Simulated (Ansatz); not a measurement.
# TePb: a sublattice moved along a line

Level of theory: DFT PBE, scalar-relativistic, plane waves, PAW in Ansatz 0.2.0. Cutoff 420 eV, Γ-centred 8×8×8 k-points, Gaussian smearing of 0.05 eV. Spin–orbit coupling is left out, which can shift energies with elements as heavy as these. No spin polarisation. Energies are free energies at this smearing, counted from the undisturbed cell; pressure is positive in compression.

The undisturbed cell (as given, not relaxed at this level; it stands at 2.3 GPa):

```
CELL_PARAMETERS angstrom
0.00000 3.22700 3.22700
3.22700 0.00000 3.22700
3.22700 3.22700 0.00000
ATOMIC_POSITIONS crystal
Te 0.50000 0.50000 0.50000
Pb 0.00000 0.00000 0.00000
```

Every Te atom is moved by x along the Cartesian unit vector (0.000, -0.707, -0.707); the cell and all other atoms stay fixed.

| x (Å) | ΔE (meV/cell) |
| --- | --- |
| -0.1000 | 3.5 |
| -0.0500 | 0.8 |
| 0.0000 | 0.0 |
| 0.0125 | 0.1 |
| 0.0250 | 0.2 |
| 0.0375 | 0.5 |
| 0.0625 | 1.3 |
| 0.0750 | 1.9 |
| 0.0875 | 2.6 |

(1) Predict the force along x on the moved atoms (eV/Å) at each point.

## Answers

(1)
| x (Å) | force along x on the moved atoms (eV/Å) |
| --- | --- |
| -0.1000 | 0.08 |
| -0.0500 | 0.03 |
| 0.0000 | 0.00 |
| 0.0125 | -0.01 |
| 0.0250 | -0.02 |
| 0.0375 | -0.02 |
| 0.0625 | -0.04 |
| 0.0750 | -0.05 |
| 0.0875 | -0.06 |